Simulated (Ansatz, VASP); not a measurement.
## BeS in VASP and in Ansatz

INCAR

```
PREC     = Accurate       # precision mode
ENCUT    = 520            # plane-wave cutoff, eV
EDIFF    = 1E-6           # SCF threshold, eV
ISMEAR   = -1             # smearing method
SIGMA    = 0.02           # smearing width, eV
LREAL    = False          # projectors in reciprocal space
LASPH    = True           # aspherical terms in the spheres
NELM     = 100            # most SCF steps
ALGO     = Normal         # electronic algorithm
ISIF     = 2              # what is computed and relaxed
LWAVE    = False          # write WAVECAR
LCHARG   = False          # write CHGCAR
GGA      = PE             # functional
NBANDS   = 11             # bands
```

KPOINTS

```
regular mesh
0
Gamma
  10 10 10
```

Contents of POSCAR:

```
BeS
1.0
    0.0000000000      2.3369339811      2.3369339811
    2.3369339811      0.0000000000      2.3369339811
    2.3369339811      2.3369339811      0.0000000000
Be S
1 1
Direct
    0.0000000000      0.0000000000      0.0000000000
    0.2500000000      0.2500000000      0.2500000000
```

Input for Ansatz:

```yaml
crystal:
  lattice:
    - [0.0, 2.3369339811, 2.3369339811]
    - [2.3369339811, 0.0, 2.3369339811]
    - [2.3369339811, 2.3369339811, 0.0]
  atoms:
    - { symbol: Be, position: [0.0, 0.0, 0.0] }
    - { symbol: S, position: [0.25, 0.25, 0.25] }
kpoints:
  mp_grid: { grid: [10, 10, 10] }
  band_path:
    path:
      - [0.0, 0.0, 0.0]
      - [-0.5, -0.5, 0.0]
      - [-0.375, -0.375, 0.25]
      - [-0.375, 0.0, 0.375]
      - [0.0, 0.0, 0.5]
      - [-0.5, -0.25, 0.25]
      - [-0.0375, 0.0, 0.0375]
      - [0.0, 0.5, 0.5]
    npoints: 1
hamiltonian:
  xc: pbe
scf:
  occupations: { method: fermi_dirac, width: 0.02 }
  n_extra_bands: 4
output:
  forces: true
  stress: true
  eigenvalues: true
```

Change from the starting cell: hydrostatic strain -4.0%.

Alike in both runs: task single point; functional PBE; k mesh 10 × 10 × 10; occupations fermi-dirac, width 0.02 eV; no spin polarisation.

|  | VASP | Ansatz |
| --- | --- | --- |
| version | VASP 6.6.1 | Ansatz 0.2.0 |
| potentials or method | VASP PAW PBE potentials, release 64 (Be, S) | plane waves, PAW |
| plane-wave cutoff (eV) | 520 | 420 |
| valence electrons in the cell | 8 | 8 |

|  | VASP | Ansatz | Ansatz less VASP |
| --- | --- | --- | --- |
| gap on the k mesh at the Fermi level (eV) | 2.83 | 2.83 | -0.001 |
| pressure (GPa) | 15.0 | 15.0 | +0.01 |

A k mesh can miss the band edges.
